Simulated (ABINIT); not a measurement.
Runs of ABINIT 10.8.3 (patched build) on Ag. Symmetry: Fm-3m, No. 225, cubic system. The conventional cell has a = 4.085 Å, b = 4.085 Å, c = 4.085 Å, α = 90.00°, β = 90.00°, γ = 90.00°. Around Ag (site symmetry m-3m) lie 12 Ag at 2.89 Å. 

| task | level | potentials or basis | k mesh | cutoff (eV) | smearing | bands in the sums | broadening (eV) | scissor shift (eV) | tensor components | stop of the response cycle (tolvrs) | gap on the mesh (eV) | pressure (GPa) |
| --- | --- | --- | --- | --- | --- | --- | --- | --- | --- | --- | --- | --- |
| optical spectrum | PBE | PseudoDojo NC SR PBE v0.4.1 standard | 12 × 12 × 12, with 4 shifts | 1088 | methfessel-paxton 0.1 eV | 22 | 0.1 | 0 | [11] | - | - | 4.3 |
| single point | PBEsol | PseudoDojo NC SR PBEsol v0.4.1 standard | 8 × 8 × 8 | 1007 | fermi-dirac 0.05 eV | - | - | - | - | - | none | (a) |
| phonon dispersion | LDA | PseudoDojo NC SR LDA v0.4.1 standard | 10 × 10 × 10 | 1061 | methfessel-paxton 0.136 eV | - | - | - | - | 1e-08 | none | -7.7 |
| single point | PBE | PseudoDojo NC SR PBE v0.4.1 standard | 8 × 8 × 8 | 1007 | fermi-dirac 0.05 eV | - | - | - | - | - | none | - |

Alike in all rows: no spin polarisation; cell as given.

Question: Estimate the missing entries.

Answer: (a) -3.9.

Caveats: the intraband (Drude) term is left out (some runs); spectra need much finer meshes, so this one isn't converged (some runs); the mesh is coarse for a metal's response (some runs); the cell is more than 3 GPa from zero pressure, which shifts response properties (some runs).

A k mesh can miss the band edges, and the runs leave out spin-orbit coupling on Ag.

A gap of «none» marks a metal or a gap under the smearing width.

Not every run made on this cell is shown here.
